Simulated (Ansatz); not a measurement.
Write the native input for Ansatz 0.2.0 that does the following.

```
Task                : atomic charges
Functional          : PBE
Potentials or basis : all-electron LAPW, relativistic spinors
Cutoff              : 159 eV (chosen from the basis error)
Basis error allowed : 0.001 eV/atom
k mesh              : 7 × 7 × 7
Occupations         : cold, width 0.025 eV
Spin                : non-collinear spin, ferromagnetic start, spin-orbit coupling
Starting moments    : [[0.5, 0.0, 0.0]] μB
```

The system is Bi.

```xyz
1
Lattice="-1.9814 1.9814 1.9814 1.9814 -1.9814 1.9814 1.9814 1.9814 -1.9814" Properties=species:S:1:pos:R:3 pbc="T T T"
Bi    0.0000    0.0000    0.0000
```

This isn't the form of Bi at room conditions, which is rhombohedral.

One way to write it, as run:

input.yaml

```yaml
crystal:
  lattice:
    - [-1.9814305318, 1.9814305318, 1.9814305318]
    - [1.9814305318, -1.9814305318, 1.9814305318]
    - [1.9814305318, 1.9814305318, -1.9814305318]
  atoms:
    - { symbol: Bi, position: [0.0, 0.0, 0.0], spin: 0.5, spin_axis: [1.0, 0.0, 0.0] }
kpoints:
  mp_grid: { grid: [7, 7, 7] }
scf:
  occupations: { method: cold, width: 0.025 }
hamiltonian:
  xc: pbe
  pseudopotentials: { kind: all_electron, lapw: { basis_error: 0.001 } }
magnetization:
  noncollinear: true
  spin_orbit: true
output:
  forces: true
  stress: true
  eigenvalues: true
  populations: true
```

Potentials or basis: all-electron LAPW, relativistic spinors.

Run with:

```sh
$ ansatz run input.yaml --threads 1 --pin off --max-ram 2560MiB --backend cpu --events-out ev --progress --plain --runs-dir out
```

Results of the run:

```json
{"Pressure": "2.5 GPa", "Band gap on the k mesh": "none (metal or under the smearing width)", "Net moment": "0.00 μB per cell", "Absolute moment": "0.00 μB per cell"}
```

Caveat: the k mesh is thin for a metal, which can move the energy by tens of meV per atom; the starting moments weren't kept.

Wall time 96 s on 1 thread of Arm Neoverse V2 (shared host), peak memory 0.47 GiB.
